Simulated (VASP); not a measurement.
# MoS2 in VASP: a series of runs

The runs below take MoS2 through single point, with r2SCAN+rVV10.

Everything below comes from runs of VASP 6.6.1. Logs are shortened: lines on timing, memory, paths and dates and some standing lists are left out, and cuts for length are marked.

## 1. The sheet as given

The cell holds a sheet with vacuum, 6 atoms: a = 3.160 Å, b = 3.160 Å, c = 24.270 Å, α = 90.00°, β = 90.00°, γ = 120.00°.

The cell was built by a generator and needn't be a form met in nature.

## 2. Single point, r2SCAN+rVV10

The input, POSCAR:

```
MoS2
1.0
    3.1600000000      0.0000000000      0.0000000000
   -1.5800000000      2.7366402760      0.0000000000
    0.0000000000      0.0000000000     24.2700000000
S Mo
4 2
Direct
    0.0000000000      0.0000000000      0.3090234858
    0.0000000000      0.0000000000      0.4375772559
    0.3333333333      0.6666666667      0.5624227441
    0.3333333333      0.6666666667      0.6909765142
    0.3333333333      0.6666666667      0.3733003708
    0.6666666667      0.3333333333      0.6266996292
```

The input, INCAR.step1:

```
PREC = Accurate
ENCUT = 520
ISMEAR = 0
SIGMA = 0.01
LREAL = F
LASPH = T
NELM = 80
NBANDS = 35
GGA = PE
ALGO = Normal
EDIFF = 1E-4
LWAVE = T
LCHARG = F
```

The input, INCAR.step2:

```
PREC = Accurate
ENCUT = 520
EDIFF = 1E-6
ISMEAR = 0
SIGMA = 0.01
LREAL = F
LASPH = T
NELM = 80
ALGO = Normal
ISIF = 2
LWAVE = F
LCHARG = F
METAGGA = R2SCAN
LMIXTAU = T
LUSE_VDW = T
IVDW_NL = 2
BPARAM = 11.95
CPARAM = 0.0093
NBANDS = 35
ISTART = 1
```

The input, KPOINTS:

```
regular mesh
0
Gamma
  12 12 1
```

Potentials or basis: VASP PAW PBE potentials, release 64 (S, Mo_sv).

Run with:

```console
$ cat potpaw_PBE.64/S/POTCAR potpaw_PBE.64/Mo_sv/POTCAR > POTCAR
$ cp INCAR.step1 INCAR
$ mpirun -np 1 vasp_std > vasp.out
$ cp INCAR.step2 INCAR
$ mpirun -np 1 vasp_std > vasp.out
```

OUTCAR:

```text
PREC = Accurate
   ENCUT = 520
   EDIFF = 1E-6
   ISMEAR = 0
   LREAL = F
   LASPH = T
   NELM = 80
   ISIF = 2
   METAGGA = R2SCAN
   IVDW_NL = 2
   BPARAM = 11.95
   ISTART = 1

 ion  position               nearest neighbor table
   1  0.000  0.000  0.309-   5 2.40   5 2.40   5 2.40
   2  0.000  0.000  0.438-   5 2.40   5 2.40   5 2.40
   3  0.333  0.667  0.562-   6 2.40   6 2.40   6 2.40
   4  0.333  0.667  0.691-   6 2.40   6 2.40   6 2.40
   5  0.333  0.667  0.373-   1 2.40   1 2.40   1 2.40   2 2.40   2 2.40   2 2.40
   6  0.667  0.333  0.627-   4 2.40   4 2.40   4 2.40   3 2.40   3 2.40   3 2.40

  LATTYP: Found a hexagonal cell.
 ALAT       =     3.1600000000
 C/A-ratio  =     7.6803797468

  Lattice vectors:

 A1 = (   3.1600000000,   0.0000000000,   0.0000000000)
 A2 = (  -1.5800000000,   2.7366402760,   0.0000000000)
 A3 = (   0.0000000000,   0.0000000000,  24.2700000000)

Analysis of symmetry for initial positions (statically):
=====================================================================
 Subroutine PRICEL returns:
 Original cell was already a primitive cell.

 Routine SETGRP: Setting up the symmetry group for a
 hexagonal supercell.

 Subroutine GETGRP returns: Found  6 space group operations
 (whereof  6 operations were pure point group operations)
 out of a pool of 24 trial point group operations.

The static configuration has the point symmetry C_3v.

Analysis of symmetry for dynamics (positions and initial velocities):
=====================================================================
 Subroutine PRICEL returns:
 Original cell was already a primitive cell.

 Routine SETGRP: Setting up the symmetry group for a
 hexagonal supercell.

 Subroutine GETGRP returns: Found  6 space group operations
 (whereof  6 operations were pure point group operations)
 out of a pool of 24 trial point group operations.

The dynamic configuration has the point symmetry C_3v.

 Subroutine INISYM returns: Found  6 space group operations
 (whereof  6 operations are pure point group operations),
 and found     1 'primitive' translations

----------------------------------------------------------------------------------------

                                     Primitive cell

  volume of cell :     209.8817

  direct lattice vectors                    reciprocal lattice vectors
     3.160000000  0.000000000  0.000000000     0.316455696  0.182705781  0.000000000
    -1.580000000  2.736640276  0.000000000     0.000000000  0.365411563  0.000000000
     0.000000000  0.000000000 24.270000000     0.000000000  0.000000000  0.041203131

  length of vectors
     3.160000000  3.160000000 24.270000000     0.365411563  0.365411563  0.041203131

  position of ions in fractional coordinates (direct lattice)
     0.000000000  0.000000000  0.309023486
     0.000000000  0.000000000  0.437577256
     0.333333333  0.666666667  0.562422744
     0.333333333  0.666666667  0.690976514
     0.333333333  0.666666667  0.373300371
     0.666666667  0.333333333  0.626699629

  ion indices of the primitive-cell ions
   primitive index   ion index
                 1           1
                 2           2
                 3           3
                 4           4
                 5           5
                 6           6

----------------------------------------------------------------------------------------

 KPOINTS: regular mesh

Automatic generation of k-mesh.
 Grid dimensions read from file:
 generate k-points for:   12   12    1

 Generating k-lattice:

  Cartesian coordinates                     Fractional coordinates (reciprocal lattice)
     0.026371308  0.015225482  0.000000000     0.083333333  0.000000000  0.000000000
     0.000000000  0.030450964  0.000000000     0.000000000  0.083333333  0.000000000
     0.000000000  0.000000000  0.041203131     0.000000000  0.000000000  1.000000000

  Length of vectors
     0.030450964  0.030450964  0.041203131

  Shift w.r.t. Gamma in fractional coordinates (k-lattice)
     0.000000000  0.000000000  0.000000000

 Subroutine IBZKPT returns following result:
 ===========================================

 Found     19 irreducible k-points:

 Following reciprocal coordinates:
            Coordinates               Weight
  0.000000  0.000000  0.000000      1.000000
  0.083333  0.000000  0.000000      6.000000
  0.166667  0.000000  0.000000      6.000000
  0.250000  0.000000  0.000000      6.000000
  0.333333  0.000000  0.000000      6.000000
  0.416667  0.000000  0.000000      6.000000
[... 11 lines left out ...]
  0.333333  0.250000  0.000000     12.000000
  0.333333  0.333333  0.000000      2.000000
   k-points           NKPTS =     19   k-points in BZ     NKDIM =     19   number of bands    NBANDS=     35
   number of dos      NEDOS =    301   number of ions     NIONS =      6
   total plane-waves  NPLWV = 110592
   dimension x,y,z NGX =    24 NGY =   24 NGZ =  192
   dimension x,y,z NGXF=    48 NGYF=   48 NGZF=  384
   ions per type =               4   2
   NGX,Y,Z   is equivalent  to a cutoff of  12.63, 12.63, 13.15 a.u.
   NGXF,Y,Z  is equivalent  to a cutoff of  25.25, 25.25, 26.30 a.u.
 SYSTEM =  unknown system
   PREC   = accura    normal or accurate (medium, high low for compatibility)
   ISTART =      1    job   : 0-new  1-cont  2-samecut
   ICHARG =      0    charge: 1-file 2-atom 10-const
   ISPIN  =      1    spin polarized calculation?
   LNONCOLLINEAR =      F non collinear calculations
   LSORBIT =      F    spin-orbit coupling
   LASPH  =      T    aspherical Exc in radial PAW
   ENCUT  =  520.0 eV  38.22 Ry    6.18 a.u.   5.88  5.88 45.13*2*pi/ulx,y,z
   NELM   =     80;   NELMIN=  2; NELMDL=  0     # of ELM steps
   EDIFF  = 0.1E-05   stopping-criterion for ELM
   LREAL  =      F    real-space projection
   EDIFFG = 0.1E-04   stopping-criterion for IOM
   NSW    =      0    number of steps for IOM
   IBRION =     -1    ionic relax: 0-MD 1-quasi-New 2-CG
   NFREE  =      0    steps in history (QN), initial steepest desc. (CG)
   ISIF   =      2    stress and relaxation
   ISYM   =      2    0-nonsym 1-usesym 2-fastsym
   POTIM  = 0.5000    time-step for ionic-motion
   TEBEG  =    0.0;   TEEND  =   0.0 temperature during run
   PSTRESS=    0.0 pullay stress
   NELECT =      52.0000    total number of electrons
   NUPDOWN=      -1.0000    fix difference up-down
   EMIN   =  10.00;   EMAX   =-10.00  energy-range for DOS
   EFERMI =   0.00;   METHOD = LEGACY
   ISMEAR =     0;   SIGMA  =   0.01  broadening in eV -4-tet -1-fermi 0-gaus
   EFERMI_NEDOS =   21; number of points for ismear=-14 and -15
   IALGO  =     38    algorithm
   IMIX   =      4    mixing-type and parameters
     AMIX     =   0.40;   BMIX     =  1.00
     AMIX_MAG =   1.60;   BMIX_MAG =  1.00
  volume/ion in A,a.u.               =      34.98       236.06
  Fermi-wavevector in a.u.,A,eV,Ry     =   1.028216  1.943047 14.384466  1.057228
  Thomas-Fermi vector in A             =   2.162201
   LORBIT       =      0    0 simple, 1 ext, 2 COOP (PROOUT), +10 PAW based schemes
   METAGGA = R2SCAN    functional components
   LHFCALC =     F    Hartree Fock is set to
   AEXX    =    0.0000 exact exchange contribution
   IVDW_NL    =     2    kernel type
   BPARAM     =11.9500
   IVDW    =     0    specifies the selected vdW correction
   LEPSILON=     F    determine dielectric tensor
   LRPA    =     F    only Hartree local field effects (RPA)
 non-spin polarized calculation
 Gauss-broadening in eV      SIGMA  =   0.01
  energy-cutoff  :      520.00
  volume of cell :      209.88
 maximum number of plane-waves:      5675
 NGX is ok and might be reduce to    24
   NGX = 11   NGY = 11   NGZ = 91

 number of electron      51.9999997 magnetization

 Free energy of the ion-electron system (eV)
  ---------------------------------------------------
  ext. energy  EPLUGINS =         0.00000000
  ---------------------------------------------------
  free energy    TOTEN  =       -88.88559674 eV

  energy without entropy =      -88.88559674  energy(sigma->0) =      -88.88559674

 E-fermi :   1.0852     XC(G=0):  -6.1789

 val. band max:        0.8932475656   @ k =   0.0000   0.0000   0.0000
 cond. band min:       2.2228083384   @ k =   0.3333   0.3333   0.0000
 fundamental gap:      1.3295607729
 Fermi energy:         1.0851620497

 k-point     1 :       0.0000    0.0000    0.0000
  band No.  band energies     occupation
      1     -62.3971      2.00000
      2     -62.3402      2.00000
      3     -35.8290      2.00000
      4     -35.7721      2.00000
      5     -35.5876      2.00000
      6     -35.5876      2.00000
[... 27 lines left out ...]
     34       3.6866      0.00000
     35       6.3540      0.00000

 k-point     2 :       0.0833    0.0000    0.0000
  band No.  band energies     occupation
      1     -62.3941      2.00000
      2     -62.3371      2.00000
      3     -35.8231      2.00000
      4     -35.7661      2.00000
      5     -35.6173      2.00000
      6     -35.5943      2.00000
[... 27 lines left out ...]
     34       3.6443      0.00000
     35       6.5063      0.00000

 k-point     3 :       0.1667    0.0000    0.0000
  band No.  band energies     occupation
      1     -62.3857      2.00000
      2     -62.3288      2.00000
      3     -35.8067      2.00000
      4     -35.7498      2.00000
      5     -35.6977      2.00000
      6     -35.6408      2.00000
[... 27 lines left out ...]
     34       4.0805      0.00000
     35       6.9216      0.00000
[... 533 lines left out ...]
 k-point    18 :       0.3333    0.2500    0.0000
  band No.  band energies     occupation
      1     -62.3471      2.00000
      2     -62.2902      2.00000
      3     -35.9436      2.00000
      4     -35.8868      2.00000
      5     -35.8117      2.00000
      6     -35.7549      2.00000
[... 27 lines left out ...]
     34       5.5963      0.00000
     35       7.6672      0.00000

 k-point    19 :       0.3333    0.3333    0.0000
  band No.  band energies     occupation
      1     -62.3456      2.00000
      2     -62.2887      2.00000
      3     -35.9114      2.00000
      4     -35.8619      2.00000
      5     -35.8546      2.00000
      6     -35.8051      2.00000
[... 27 lines left out ...]
     34       5.7179      0.00000
     35       7.6546      0.00000

------------------------ aborting loop because EDIFF is reached ----------------------------------------

  FORCE on cell =-STRESS in cart. coord.  units (eV):
  Direction    XX          YY          ZZ          XY          YZ          ZX
  --------------------------------------------------------------------------------------
  -------------------------------------------------------------------------------------
  Total        1.0009673      1.0009673      0.1366475      0.0000000     -0.0000000      0.0000000
  in kB        7.6411001      7.6411001      1.0431285      0.0000000     -0.0000000      0.0000000
  external PRESSURE =       5.4417762 kB  Pullay stress =       0.0000000 kB

 VOLUME and BASIS-vectors are now :
 -----------------------------------------------------------------------------
  energy-cutoff  :      520.00
  volume of cell :      209.88
      direct lattice vectors                 reciprocal lattice vectors
     3.160000000  0.000000000  0.000000000     0.316455696  0.182705781  0.000000000
    -1.580000000  2.736640276  0.000000000     0.000000000  0.365411563  0.000000000
     0.000000000  0.000000000 24.270000000     0.000000000  0.000000000  0.041203131

 POSITION                                       TOTAL-FORCE (eV/Angst)
 -----------------------------------------------------------------------------------
      0.00000      0.00000      7.50000         0.000000     -0.000000     -0.004986
      0.00000      0.00000     10.62000         0.000000      0.000000     -0.016388
     -0.00000      1.82443     13.65000        -0.000000     -0.000000      0.028305
     -0.00000      1.82443     16.77000        -0.000000     -0.000000      0.014468
     -0.00000      1.82443      9.06000         0.000000     -0.000000     -0.015707
      1.58000      0.91221     15.21000        -0.000000      0.000000     -0.005692
 -----------------------------------------------------------------------------------
    total drift:                               -0.000001      0.000000      0.000039

  FREE ENERGIE OF THE ION-ELECTRON SYSTEM (eV)
  ---------------------------------------------------
  free  energy   TOTEN  =       -88.8855967386 eV

  energy  without entropy=      -88.8855967386  energy(sigma->0) =      -88.88559674
```

Wall time 12 min (1 thread of Intel Xeon 6975P-C (Granite Rapids), shared host); peak memory 0.79 GiB.

Results:

| Property | Result |
| --- | --- |
| Free energy | -88.8856 eV |
| Largest force | 0.028 eV/Å |
| Band gap on the k mesh | 1.33 eV, indirect (least direct gap 1.80 eV) |

Forces on the atoms (eV/Å):
```
S    0.000  0.000 -0.005
S    0.000  0.000 -0.016
S    0.000  0.000  0.028
S    0.000  0.000  0.014
Mo   0.000  0.000 -0.016
Mo   0.000  0.000 -0.006
```

Levels at points of the mesh, in eV from the valence-band top:
| k point | band 22 | band 23 | band 24 | band 25 | band 26 | band 27 | band 28 | band 29 | band 30 | band 31 |
| --- | --- | --- | --- | --- | --- | --- | --- | --- | --- | --- |
| (0.00, 0.00, 0.00) | -2.06 | -2.06 | -1.89 | -0.71 | 0.00 | 2.46 | 2.46 | 2.54 | 2.54 | 2.71 |
| (0.50, 0.00, 0.00) | -2.40 | -1.60 | -1.49 | -1.22 | -1.11 | 1.95 | 2.01 | 2.44 | 2.55 | 3.62 |

Caveat: the PAW data sets were made with another functional, which shifts forces and pressure a little.

## 3. Single point, r2SCAN+rVV10

This run uses another cell than the first one, of 35.28 Å³/atom, 1.009 times its volume.

The input, POSCAR:

```
MoS2
1.0
    3.1734697443      0.0000000000      0.0000000000
   -1.5867348721      2.7483054167      0.0000000000
    0.0000000000      0.0000000000     24.2700000000
S Mo
4 2
Direct
    0.0000000000      0.0000000000      0.3078328054
    0.0000000000      0.0000000000      0.4359963600
    0.3333333333      0.6666666667      0.5640125502
    0.3333333333      0.6666666667      0.6921728160
    0.3333333333      0.6666666667      0.3719038570
    0.6666666667      0.3333333333      0.6280816114
```

The input, INCAR.step1:

```
SYSTEM = MoS2
ALGO = Normal
EDIFF = 1E-4
ENCUT = 520
GGA = PE
ISMEAR = 0
LASPH = .True.
LCHARG = .False.
LREAL = .False.
LWAVE = .True.
NBANDS = 35
NELM = 60
PREC = Accurate
SIGMA = 0.01
```

The input, INCAR.step2:

```
SYSTEM = MoS2
ALGO = Normal
BPARAM = 11.95
CPARAM = 0.0093
EDIFF = 1E-6
ENCUT = 520
ISIF = 2
ISMEAR = 0
ISTART = 1
IVDW_NL = 2
LASPH = .True.
LCHARG = .False.
LMIXTAU = .True.
LREAL = .False.
LUSE_VDW = .True.
LWAVE = .False.
METAGGA = R2SCAN
NBANDS = 35
NELM = 60
PREC = Accurate
SIGMA = 0.01
```

The input, KPOINTS:

```
k-points
0
Gamma
  12 12 1
  0 0 0
```

Potentials or basis: VASP PAW PBE potentials, release 64 (S, Mo_sv).

Run with:

```console
$ cat potpaw_PBE.64/S/POTCAR potpaw_PBE.64/Mo_sv/POTCAR > POTCAR
$ cp INCAR.step1 INCAR
$ mpirun -np 1 vasp_std > vasp.out
$ cp INCAR.step2 INCAR
$ mpirun -np 1 vasp_std > vasp.out
```

Wall time 12 min (1 thread of Intel Xeon 6975P-C (Granite Rapids), shared host); peak memory 0.79 GiB.

It converged, with:

- Free energy: -88.8919 eV
- Largest force: 0.017 eV/Å
- Band gap on the k mesh: 1.28 eV, indirect (least direct gap 1.76 eV)

Forces in eV/Å, atoms in the order of the input:
```
S    0.000  0.000 -0.017
S    0.000  0.000  0.017
S    0.000  0.000 -0.017
S    0.000  0.000  0.017
Mo   0.000  0.000  0.000
Mo   0.000  0.000  0.000
```

Levels at points of the mesh, in eV from the valence-band top:
```csv
k point,band 22,band 23,band 24,band 25,band 26,band 27,band 28,band 29,band 30,band 31
"(0.00, 0.00, 0.00)",-2.09,-2.09,-1.87,-0.65,0.00,2.45,2.45,2.51,2.51,2.70
"(0.50, 0.00, 0.00)",-2.36,-1.63,-1.53,-1.19,-1.10,1.91,1.96,2.41,2.50,3.61
```

Caveat: the PAW data sets were made with another functional, which shifts forces and pressure a little. r2SCAN opens gaps a little over a GGA but as a rule still falls short of measured ones.
